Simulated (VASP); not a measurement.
# TiO2 (Pbcn) in VASP: a series of runs, part 2 of 3

VASP 6.6.1. The steps go on from the part before.

### Step 3. Single point, PBEsol

Contents of INCAR:

```
SYSTEM = TiO2
PREC = Accurate ; ENCUT = 520
EDIFF = 1E-7 ; ISMEAR = 0
SIGMA = 0.02 ; LREAL = .FALSE.
LASPH = .TRUE. ; NELM = 60
ALGO = Normal ; ISIF = 2
LWAVE = .FALSE. ; LCHARG = .TRUE.
GGA = PS ; LELF = .TRUE.
LVHAR = .TRUE.
```

Contents of KPOINTS:

```
regular mesh
0
G
  8 6 6
  0 0 0
```

Contents of POSCAR:

```
TiO2
1.0
    4.5403500000      0.0000000000      0.0000000000
    0.0000000000      5.4956700000      0.0000000000
    0.0000000000      0.0000000000      4.8838300000
Ti O
4 8
Direct
    0.5000000000      0.6745500000      0.7500000000
    0.0000000000      0.8254500000      0.2500000000
    0.5000000000      0.3254500000      0.2500000000
    0.0000000000      0.1745500000      0.7500000000
    0.7282100000      0.6181400000      0.0813500000
    0.2282100000      0.8818600000      0.9186500000
    0.7717900000      0.8818600000      0.5813500000
    0.2717900000      0.6181400000      0.4186500000
    0.7282100000      0.3818600000      0.5813500000
    0.2282100000      0.1181400000      0.4186500000
    0.7717900000      0.1181400000      0.0813500000
    0.2717900000      0.3818600000      0.9186500000
```

Potentials or basis: VASP PAW PBE potentials, release 64 (Ti_sv, O).

The run is started by

```
> cat potpaw_PBE.64/Ti_sv/POTCAR potpaw_PBE.64/O/POTCAR > POTCAR
> mpirun -np 1 vasp_std > vasp.out
```

OUTCAR:

```text
SYSTEM = TiO2
   PREC = Accurate
   ENCUT = 520
   EDIFF = 1E-7
   ISMEAR = 0
   LREAL = .FALSE.
   LASPH = .TRUE.
   NELM = 60
   ISIF = 2
   GGA = PS

 ion  position               nearest neighbor table
   1  0.500  0.675  0.750-   6 1.87   7 1.87   5 1.95   8 1.95   9 2.08  12 2.08
   2  0.000  0.825  0.250-   5 1.87   8 1.87   7 1.95   6 1.95  10 2.08  11 2.08
   3  0.500  0.325  0.250-  10 1.87  11 1.87   9 1.95  12 1.95   5 2.08   8 2.08
   4  0.000  0.175  0.750-   9 1.87  12 1.87  11 1.95  10 1.95   6 2.08   7 2.08
   5  0.728  0.618  0.081-   2 1.87   1 1.95   3 2.08
   6  0.228  0.882  0.919-   1 1.87   2 1.95   4 2.08
   7  0.772  0.882  0.581-   1 1.87   2 1.95   4 2.08
   8  0.272  0.618  0.419-   2 1.87   1 1.95   3 2.08
   9  0.728  0.382  0.581-   4 1.87   3 1.95   1 2.08
  10  0.228  0.118  0.419-   3 1.87   4 1.95   2 2.08
  11  0.772  0.118  0.081-   3 1.87   4 1.95   2 2.08
  12  0.272  0.382  0.919-   4 1.87   3 1.95   1 2.08

  LATTYP: Found a simple orthorhombic cell.
 ALAT       =     4.5403500000
 B/A-ratio  =     1.0756505556
 C/A-ratio  =     1.2104066867

  Lattice vectors:

 A1 = (  -4.5403500000,   0.0000000000,   0.0000000000)
 A2 = (   0.0000000000,   0.0000000000,   4.8838300000)
 A3 = (   0.0000000000,   5.4956700000,   0.0000000000)

Analysis of symmetry for initial positions (statically):
=====================================================================
 Subroutine PRICEL returns:
 Original cell was already a primitive cell.

 Routine SETGRP: Setting up the symmetry group for a
 simple orthorhombic supercell.

 Subroutine GETGRP returns: Found  8 space group operations
 (whereof  2 operations were pure point group operations)
 out of a pool of  8 trial point group operations.

The static configuration has the point symmetry S_2 .
 The point group associated with its full space group is D_2h.

Analysis of symmetry for dynamics (positions and initial velocities):
=====================================================================
 Subroutine PRICEL returns:
 Original cell was already a primitive cell.

 Routine SETGRP: Setting up the symmetry group for a
 simple orthorhombic supercell.

 Subroutine GETGRP returns: Found  8 space group operations
 (whereof  2 operations were pure point group operations)
 out of a pool of  8 trial point group operations.

The dynamic configuration has the point symmetry S_2 .
 The point group associated with its full space group is D_2h.

 Subroutine INISYM returns: Found  8 space group operations
 (whereof  2 operations are pure point group operations),
 and found     1 'primitive' translations

----------------------------------------------------------------------------------------

                                     Primitive cell

  volume of cell :     121.8626

  direct lattice vectors                    reciprocal lattice vectors
     4.540350000  0.000000000  0.000000000     0.220247338  0.000000000  0.000000000
     0.000000000  5.495670000  0.000000000     0.000000000  0.181961435  0.000000000
     0.000000000  0.000000000  4.883830000     0.000000000  0.000000000  0.204757332

[... 86 lines left out ...]
   number of dos      NEDOS =    301   number of ions     NIONS =     12
   total plane-waves  NPLWV =  54432
   dimension x,y,z NGX =    36 NGY =   42 NGZ =   36
   dimension x,y,z NGXF=    72 NGYF=   84 NGZF=   72
   ions per type =               4   8
   NGX,Y,Z   is equivalent  to a cutoff of  13.18, 12.71, 12.25 a.u.
   NGXF,Y,Z  is equivalent  to a cutoff of  26.36, 25.41, 24.51 a.u.
 SYSTEM =  TiO2
   PREC   = accura    normal or accurate (medium, high low for compatibility)
   ISTART =      0    job   : 0-new  1-cont  2-samecut
   ICHARG =      2    charge: 1-file 2-atom 10-const
   ISPIN  =      1    spin polarized calculation?
   LNONCOLLINEAR =      F non collinear calculations
   LSORBIT =      F    spin-orbit coupling
   LASPH  =      T    aspherical Exc in radial PAW
   ENCUT  =  520.0 eV  38.22 Ry    6.18 a.u.   8.44 10.22  9.08*2*pi/ulx,y,z
   NELM   =     60;   NELMIN=  2; NELMDL= -5     # of ELM steps
   EDIFF  = 0.1E-06   stopping-criterion for ELM
   LREAL  =      F    real-space projection
   EDIFFG = 0.1E-05   stopping-criterion for IOM
   NSW    =      0    number of steps for IOM
   IBRION =     -1    ionic relax: 0-MD 1-quasi-New 2-CG
   NFREE  =      0    steps in history (QN), initial steepest desc. (CG)
   ISIF   =      2    stress and relaxation
   ISYM   =      2    0-nonsym 1-usesym 2-fastsym
   POTIM  = 0.5000    time-step for ionic-motion
   TEBEG  =    0.0;   TEEND  =   0.0 temperature during run
   PSTRESS=    0.0 pullay stress
   NELECT =      96.0000    total number of electrons
   NUPDOWN=      -1.0000    fix difference up-down
   EMIN   =  10.00;   EMAX   =-10.00  energy-range for DOS
   EFERMI =   0.00;   METHOD = LEGACY
   ISMEAR =     0;   SIGMA  =   0.02  broadening in eV -4-tet -1-fermi 0-gaus
   EFERMI_NEDOS =   21; number of points for ismear=-14 and -15
   IALGO  =     38    algorithm
   IMIX   =      4    mixing-type and parameters
     AMIX     =   0.40;   BMIX     =  1.00
     AMIX_MAG =   1.60;   BMIX_MAG =  1.00
  volume/ion in A,a.u.               =      10.16        68.53
  Fermi-wavevector in a.u.,A,eV,Ry     =   1.511965  2.857200 31.103437  2.286038
  Thomas-Fermi vector in A             =   2.621952
   LORBIT       =      0    0 simple, 1 ext, 2 COOP (PROOUT), +10 PAW based schemes
   GGA     = PS    functional components
   LHFCALC =     F    Hartree Fock is set to
   AEXX    =    0.0000 exact exchange contribution
   IVDW    =     0    specifies the selected vdW correction
   LEPSILON=     F    determine dielectric tensor
   LRPA    =     F    only Hartree local field effects (RPA)
 non-spin polarized calculation
 Gauss-broadening in eV      SIGMA  =   0.02
  energy-cutoff  :      520.00
  volume of cell :      121.86
 maximum number of plane-waves:      3306
 NGX is ok and might be reduce to    36
   NGX = 17   NGY = 21   NGZ = 19

 number of electron      96.0000009 magnetization

 Free energy of the ion-electron system (eV)
  ---------------------------------------------------
  ext. energy  EPLUGINS =         0.00000000
  ---------------------------------------------------
  free energy    TOTEN  =      -112.28081770 eV

  energy without entropy =     -112.28081770  energy(sigma->0) =     -112.28081770

 E-fermi :   4.8050     XC(G=0): -11.8716

 val. band max:        4.6117483458   @ k =   0.0000   0.0000   0.0000
 cond. band min:       7.2348957227   @ k =   0.0000   0.0000   0.5000
 fundamental gap:      2.6231473769
 Fermi energy:         4.8049664500

 k-point     1 :       0.0000    0.0000    0.0000
  band No.  band energies     occupation
      1     -51.5082      2.00000
      2     -51.4840      2.00000
      3     -51.4761      2.00000
      4     -51.4698      2.00000
      5     -28.0819      2.00000
      6     -27.9954      2.00000
[... 1429 lines left out ...]
     56       8.3419      0.00000
     57       8.4189      0.00000

 [... further k-points ...]

------------------------ aborting loop because EDIFF is reached ----------------------------------------

  FORCE on cell =-STRESS in cart. coord.  units (eV):
  Direction    XX          YY          ZZ          XY          YZ          ZX
  --------------------------------------------------------------------------------------
  -------------------------------------------------------------------------------------
  Total        0.1809938      0.1808140      0.2073845      0.0000000      0.0000000      0.0000000
  in kB        2.3795990      2.3772351      2.7265678      0.0000000      0.0000000      0.0000000
  external PRESSURE =       2.4944673 kB  Pullay stress =       0.0000000 kB

 VOLUME and BASIS-vectors are now :
 -----------------------------------------------------------------------------
  energy-cutoff  :      520.00
  volume of cell :      121.86
      direct lattice vectors                 reciprocal lattice vectors
     4.540350000  0.000000000  0.000000000     0.220247338  0.000000000  0.000000000
     0.000000000  5.495670000  0.000000000     0.000000000  0.181961435  0.000000000
     0.000000000  0.000000000  4.883830000     0.000000000  0.000000000  0.204757332

 POSITION                                       TOTAL-FORCE (eV/Angst)
 -----------------------------------------------------------------------------------
      2.27018      3.70710      3.66287        -0.000000     -0.002861     -0.000000
      0.00000      4.53640      1.22096        -0.000000      0.002861     -0.000000
      2.27018      1.78857      1.22096        -0.000000      0.002861     -0.000000
      0.00000      0.95927      3.66287        -0.000000     -0.002861     -0.000000
      3.30633      3.39709      0.39730         0.003470     -0.003998     -0.001176
      1.03615      4.84641      4.48653         0.003470      0.003998      0.001176
      3.50420      4.84641      2.83921        -0.003470      0.003998     -0.001176
      1.23402      3.39709      2.04462        -0.003470     -0.003998      0.001176
      3.30633      2.09858      2.83921         0.003470      0.003998     -0.001176
      1.03615      0.64926      2.04462         0.003470     -0.003998      0.001176
      3.50420      0.64926      0.39730        -0.003470     -0.003998     -0.001176
      1.23402      2.09858      4.48653        -0.003470      0.003998      0.001176
 -----------------------------------------------------------------------------------
    total drift:                               -0.000000      0.000000     -0.000000

  FREE ENERGIE OF THE ION-ELECTRON SYSTEM (eV)
  ---------------------------------------------------
  free  energy   TOTEN  =      -112.2808177024 eV

  energy  without entropy=     -112.2808177024  energy(sigma->0) =     -112.28081770
```

Wall time 4.5 min (1 thread of Intel Xeon 6975P-C (Granite Rapids), shared host); peak memory 0.49 GiB.

What came out:

| Item | Value |
| --- | --- |
| Free energy | -112.2808 eV |
| Pressure | 0.2 GPa |
| Largest force | 0.005 eV/Å |
| Band gap on the k mesh | 2.62 eV, indirect (least direct gap 2.68 eV) |

Forces on the atoms (eV/Å):
```
Ti   0.000 -0.003  0.000
Ti   0.000  0.003  0.000
Ti   0.000  0.003  0.000
Ti   0.000 -0.003  0.000
O    0.003 -0.004 -0.001
O    0.003  0.004  0.001
O   -0.003  0.004 -0.001
O   -0.003 -0.004  0.001
O    0.003  0.004 -0.001
O    0.003 -0.004  0.001
O   -0.003 -0.004 -0.001
O   -0.003  0.004  0.001
```

Caveat: the PAW data sets were made with another functional, which shifts forces and pressure a little. A k mesh can miss the band edges.

### Step 4. Single point, PBEsol

Edit INCAR of step 3 so:

```diff
@@ -3,3 +3,3 @@
 EDIFF = 1E-7 ; ISMEAR = 0
-SIGMA = 0.02 ; LREAL = .FALSE.
+SIGMA = 0.5 ; LREAL = .FALSE.
 LASPH = .TRUE. ; NELM = 60
```

Contents of KPOINTS:

```
regular mesh
0
G
  6 4 4
  0 0 0
```

POSCAR is that of step 3.

The run is started by

```
> cat potpaw_PBE.64/Ti_sv/POTCAR potpaw_PBE.64/O/POTCAR > POTCAR
> mpirun -np 1 vasp_std > vasp.out
```

Run time: 2 min. Hardware: 1 thread of Intel Xeon 6975P-C (Granite Rapids), shared host; peak memory 0.33 GiB.

Results (log left out):

```yaml
Free_energy: -112.2810 eV
Pressure: 0.3 GPa
Largest_force: 0.005 eV/Å
Band_gap_on_the_k_mesh: 2.62 eV, indirect (least direct gap 2.68 eV)
```

Forces in eV/Å, atoms in the order of the input:
```
Ti   0.000 -0.003  0.000
Ti   0.000  0.003  0.000
Ti   0.000  0.003  0.000
Ti   0.000 -0.003  0.000
O    0.003 -0.004 -0.001
O    0.003  0.004  0.001
O   -0.003  0.004 -0.001
O   -0.003 -0.004  0.001
O    0.003  0.004 -0.001
O    0.003 -0.004  0.001
O   -0.003 -0.004 -0.001
O   -0.003  0.004  0.001
```

Levels at points of the mesh, in eV from the valence-band top:
| k point | band 46 | band 47 | band 48 | band 49 | band 50 | band 51 |
| --- | --- | --- | --- | --- | --- | --- |
| (0.00, 0.00, 0.00) | -0.41 | -0.01 | 0.00 | 2.68 | 2.69 | 2.83 |
| (0.50, 0.00, 0.00) | -0.50 | -0.25 | -0.25 | 3.13 | 3.13 | 3.27 |
| (0.00, 0.50, 0.00) | -1.22 | -0.14 | -0.14 | 2.80 | 2.80 | 3.25 |
| (0.50, 0.50, 0.00) | -0.54 | -0.36 | -0.36 | 2.99 | 2.99 | 3.00 |
| (0.00, 0.00, 0.50) | -0.44 | -0.29 | -0.29 | 2.62 | 2.62 | 3.07 |
| (0.50, 0.00, 0.50) | -0.50 | -0.50 | -0.50 | 3.00 | 3.00 | 3.00 |
| (0.00, 0.50, 0.50) | -0.45 | -0.45 | -0.45 | 2.92 | 2.92 | 2.92 |
| (0.50, 0.50, 0.50) | -0.82 | -0.82 | -0.82 | 3.02 | 3.02 | 3.02 |

Caveat: the PAW data sets were made with another functional, which shifts forces and pressure a little.

### Step 5. Single point, PBEsol

Contents of INCAR:

```
SYSTEM = TiO2
PREC = Accurate ; ENCUT = 900
EDIFF = 1E-7 ; ISMEAR = 0
SIGMA = 0.02 ; LREAL = .FALSE.
LASPH = .TRUE. ; NELM = 60
ALGO = Normal ; ISIF = 2
LWAVE = .FALSE. ; LCHARG = .TRUE.
GGA = PS ; LELF = .TRUE.
LVHAR = .TRUE.
```

KPOINTS is that of step 4.

POSCAR is that of step 4.

Potentials or basis: VASP PAW PBE potentials, release 64 (Ti_sv, O_h).

The run is started by

```
> cat potpaw_PBE.64/Ti_sv/POTCAR potpaw_PBE.64/O_h/POTCAR > POTCAR
> mpirun -np 1 vasp_std > vasp.out
```

Run time: 5.8 min. Hardware: 1 thread of Intel Xeon 6975P-C (Granite Rapids), shared host; peak memory 0.6 GiB.

Results (log left out):

```
Free energy            : -112.3467 eV
Pressure               : -0.4 GPa
Largest force          : 0.012 eV/Å
Band gap on the k mesh : 2.63 eV, indirect (least direct gap 2.68 eV)
```

Forces on the atoms (eV/Å):
```
Ti   0.000  0.011  0.000
Ti   0.000 -0.011  0.000
Ti   0.000 -0.011  0.000
Ti   0.000  0.011  0.000
O    0.012  0.003  0.000
O    0.012 -0.003  0.000
O   -0.012 -0.003  0.000
O   -0.012  0.003  0.000
O    0.012 -0.003  0.000
O    0.012  0.003  0.000
O   -0.012  0.003  0.000
O   -0.012 -0.003  0.000
```

Levels at points of the mesh, in eV from the valence-band top:
| k point | band 44 | band 45 | band 46 | band 47 | band 48 | band 49 | band 50 | band 51 | band 52 | band 53 |
| --- | --- | --- | --- | --- | --- | --- | --- | --- | --- | --- |
| (0.00, 0.00, 0.00) | -0.53 | -0.53 | -0.41 | -0.01 | 0.00 | 2.68 | 2.70 | 2.83 | 2.86 | 2.87 |
| (0.50, 0.00, 0.00) | -1.30 | -0.50 | -0.50 | -0.25 | -0.25 | 3.13 | 3.13 | 3.28 | 3.28 | 3.60 |
| (0.00, 0.50, 0.00) | -1.33 | -1.22 | -1.22 | -0.14 | -0.14 | 2.80 | 2.80 | 3.25 | 3.25 | 3.34 |
| (0.50, 0.50, 0.00) | -1.02 | -0.54 | -0.54 | -0.36 | -0.36 | 2.99 | 2.99 | 3.00 | 3.00 | 3.27 |
| (0.00, 0.00, 0.50) | -1.06 | -0.44 | -0.44 | -0.29 | -0.29 | 2.63 | 2.63 | 3.07 | 3.07 | 3.58 |
| (0.50, 0.00, 0.50) | -1.30 | -0.50 | -0.50 | -0.50 | -0.50 | 3.01 | 3.01 | 3.01 | 3.01 | 3.58 |
| (0.00, 0.50, 0.50) | -1.70 | -0.45 | -0.45 | -0.45 | -0.45 | 2.93 | 2.93 | 2.93 | 2.93 | 3.75 |
| (0.50, 0.50, 0.50) | -1.30 | -0.82 | -0.82 | -0.82 | -0.82 | 3.03 | 3.03 | 3.03 | 3.03 | 3.52 |

Caveat: the cutoff is under 1.25 times the usual one of these potentials, so pressure, stress and relaxed cells hold a basis-set (Pulay) error; the PAW data sets were made with another functional, which shifts forces and pressure a little. As with any semilocal functional, this PBEsol gap is likely too small.

(Continued in part 3 of 3.)
